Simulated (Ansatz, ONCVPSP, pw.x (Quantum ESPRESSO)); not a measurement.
## beryllium (Be): one change to the ONCV potential, in the atom and in the bcc crystal

```json
{
 "Element": "beryllium",
 "Generator": "ONCVPSP 4.0.1.1 (patched build)",
 "Type": "optimised norm-conserving Vanderbilt (ONCV)",
 "Functional": "PBE",
 "Relativity": "scalar-relativistic",
 "Frozen core": "[He]",
 "Valence charge": "2",
 "Reference configuration": "2s2",
 "Partial waves": "2s: rc 2.15 bohr, ncon 3, nbas 8, qcut 3.7 1/bohr, 2 projectors, debl 0.3 Ha; p scattering state at 0.47 Ha: rc 1.65 bohr, ncon 5, nbas 10, qcut 4.4 1/bohr, 2 projectors, debl 1.3 Ha; d scattering state at 0.41 Ha: rc 1.75 bohr, ncon 4, nbas 7, qcut 6.2 1/bohr, 2 projectors, debl 1.8 Ha",
 "Local potential": "polynomial inside 1.65 bohr (lpopt 5, dvloc0 -1 Ha)",
 "Core correction": "Teter function, fcfact 3.25, rcfact 1.65"
}
```

In the p channel the program set the typed energies aside and used 0.050, 1.350 Ha.

Change: core correction Teter function, fcfact 3.25, rcfact 1.28.

Cutoffs, loose and tight: the cutoffs (Ha) at which the residual kinetic energy of the hardest occupied pseudo-wave falls to 1 and 0.1 mHa per electron. They do not see the model core or the augmentation charge, which bear on the density cutoff. Test errors are all-electron minus pseudo excitation energies from the reference, over the configurations 2s1; 2s1.5; 2s1 2p1; 2s0 2p1; variants that change the core or the reference have their own tests.

Crystal test: bcc Be in pw.x 7.5, no spin, 18³ k-points, Fermi–Dirac smearing 0.01 Ry, cutoffs set for each file from its atomic test. The reference is all-electron LAPW (Ansatz 0.2.0) with the same functional, mesh and smearing; V0 and B0 come from Birch–Murnaghan fits to the pressures at five volumes. Errors are pseudo minus all-electron; Δ is the rms difference of the E(V) curves that follow from these fits, minima aligned, over ±6 % about the mean V0. Mesh and smearing are coarse, so the numbers serve the comparison and aren't converged zero-temperature values; the lattice is a test structure that the element need not adopt.

All-electron: a0 = 2.501 Å (V0 = 7.82 Å³/atom), B0 = 122.0 GPa.

**Question.** Does the change bring the crystal closer to the all-electron result?

**Answer.** The mean pressure error goes from -1.99 to -2.97 GPa, so the change moves the solid further from the all-electron pressures. The B0 error goes the other way, from +4.0 to +1.5 %.

```tsv
quantity	base	changed
outcome (atom)	generated, projector energies reset by the program	generated, projector energies reset by the program
cutoff, loose (atom)	4.3 Ha	4.3 Ha
cutoff, tight (atom)	6.0 Ha	6.0 Ha
bound ghosts (atom)	none	none
largest test error (meV) (atom)	+3.3	-9.2
cutoffs in pw.x (Ry)	50/200	50/200
a0 (Å)	2.488	2.481
a0 error (%)	-0.54	-0.83
B0 error (%)	+4.0	+1.5
Δ (meV/atom)	3.4	5.2
mean pressure error (GPa)	-1.99	-2.97
```

Base: The largest radius (2.15 bohr) exceeds half the bond length (2.05 bohr), so the spheres overlap, which is one possible source of error among others. This is a poor potential for the solid. The cutoffs count occupied waves only; projector 2 of the p channel, the hardest unoccupied one, needs 17 Ha at the loose tolerance. Changed file: The largest radius (2.15 bohr) exceeds half the bond length (2.05 bohr), so the spheres overlap, which is one possible source of error among others. This is a poor potential for the solid. The cutoffs count occupied waves only; projector 2 of the p channel, the hardest unoccupied one, needs 17 Ha at the loose tolerance.
